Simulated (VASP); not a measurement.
# VASP 6.6.1 run: CdTe

INCAR

```
NELM = 69
GGA = PE
NBANDS = 16
LASPH = .TRUE.
NSW = 0
LREAL = .FALSE.
LWAVE = .FALSE.
SIGMA = 0.8
LCHARG = .FALSE.
IBRION = -1
PREC = Accurate
ISMEAR = 1
ENCUT = 520
EDIFF = 1E-7
ISIF = 2
```

KPOINTS

```
KPOINTS created by Atomic Simulation Environment
0
Gamma
6 6 6
0 0 0
```

POSCAR

```
Cd Te
 1.0000000000000000
     0.0000000000000000    3.2799551162000000    3.3127546673000001
     3.2799551162000000    0.0000000000000000    3.3127546673000001
     3.2799551162000000    3.2799551162000000    0.0000000000000000
 Cd  Te
   1   1
Cartesian
  0.0000000000000000  0.0000000000000000  0.0000000000000000
  1.6399775581000000  1.6399775581000000  1.6563773336500001
```

The recommended PBE PAW datasets give the neutral cell 18 valence electrons.

Command

```
mpirun -np 1 vasp_std
```

How does this run end, and what does it give?

It converged. Results: gap between bands v and c on the k mesh 0.62 eV; least direct gap on the k mesh 0.62 eV; pressure 0.6 GPa. Band v is the last that the valence electrons fill when counted band by band, and c is the next.

OSZICAR

```
N       E                     dE             d eps       ncg     rms          rms(c)
DAV:   1     0.100927215724E+03    0.10093E+03   -0.82575E+03   960   0.971E+02
DAV:   2    -0.132153054230E+01   -0.10225E+03   -0.97180E+02  1160   0.234E+02
DAV:   3    -0.497883107792E+01   -0.36573E+01   -0.36529E+01  1208   0.462E+01
DAV:   4    -0.501258637212E+01   -0.33755E-01   -0.33754E-01  1456   0.393E+00
DAV:   5    -0.501267984672E+01   -0.93475E-04   -0.93474E-04  1256   0.187E-01    0.506E+00
DAV:   6    -0.479398191151E+01    0.21870E+00   -0.37492E-01  1152   0.708E+00    0.422E+00
DAV:   7    -0.477891691630E+01    0.15065E-01   -0.10118E-01  1120   0.204E+00    0.166E+00
DAV:   8    -0.477987443757E+01   -0.95752E-03   -0.10056E-02  1096   0.112E+00    0.443E-01
DAV:   9    -0.478021496454E+01   -0.34053E-03   -0.96030E-04  1128   0.314E-01    0.993E-02
DAV:  10    -0.478027200472E+01   -0.57040E-04   -0.11012E-04  1248   0.100E-01    0.551E-02
DAV:  11    -0.478031294361E+01   -0.40939E-04   -0.81436E-05  1128   0.543E-02    0.376E-02
DAV:  12    -0.478031201112E+01    0.93250E-06   -0.32099E-06  1208   0.132E-02    0.218E-02
DAV:  13    -0.478031181728E+01    0.19383E-06   -0.70149E-07  1224   0.383E-03    0.121E-02
DAV:  14    -0.478031192157E+01   -0.10429E-06   -0.77869E-07  1160   0.484E-03    0.642E-03
DAV:  15    -0.478031195164E+01   -0.30067E-07   -0.60783E-08  1024   0.210E-03
   1 F= -.47803120E+01 E0= -.48027235E+01  d E =0.672347E-01
```

One setting is odd (smearing far too wide), but here it hardly changes the result.

On sound settings PBE gives a gap of 0.62 eV on its mesh and a pressure of 0.7 GPa for the intended cell. This run's energy (σ→0) differs from it by 0 meV an atom.
